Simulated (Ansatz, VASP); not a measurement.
TiB2, level by level in two programs

```
Ti B
1.0
     3.02920    0.00000    0.00000
    -1.51460    2.62336    0.00000
     0.00000    0.00000    3.22840
Ti B
1 2
Direct
  0.00000 0.00000 0.00000
  0.66667 0.33333 0.50000
  0.33333 0.66667 0.50000
```

Single points on this cell with VASP 6.6.1 and Ansatz 0.2.0. Each row is one pair of runs. Alike in all rows: spin: off; k mesh: 10 × 10 × 8; VASP's potentials, cutoff: VASP PAW PBE potentials, release 64 (Ti_sv, B), 520 eV; Ansatz's potentials, cutoff: Ansatz PAW, 420 eV.

| level | smearing | gap on the k mesh at the Fermi level (eV), VASP | gap on the k mesh at the Fermi level (eV), Ansatz | pressure (GPa), VASP | pressure (GPa), Ansatz |
| --- | --- | --- | --- | --- | --- |
| PBE | gaussian, width 0.012 eV | none | none | 0.6 | 0.3 |
| PBE | gaussian, width 0.013 eV | none | none | 0.6 | 0.3 |
| PBE | gaussian, width 0.015 eV | none | none | 0.6 | 0.3 |
| PBE | gaussian, width 0.016 eV | none | none | 0.5 | 0.3 |
| PBE | gaussian, width 0.017 eV | none | none | 0.6 | 0.3 |
| PBE | gaussian, width 0.018 eV | none | none | 0.6 | 0.3 |
| PBE | gaussian, width 0.019 eV | ? | none | ? | 0.3 |
| PBE | gaussian, width 0.021 eV | none | none | 0.6 | 0.3 |

**Question.** Fill in what VASP gave in row 7.

**Answer.** gap on the k mesh at the Fermi level (eV): none; pressure (GPa): 0.6.

A gap of «none» marks a metal or a gap that the smearing closes.
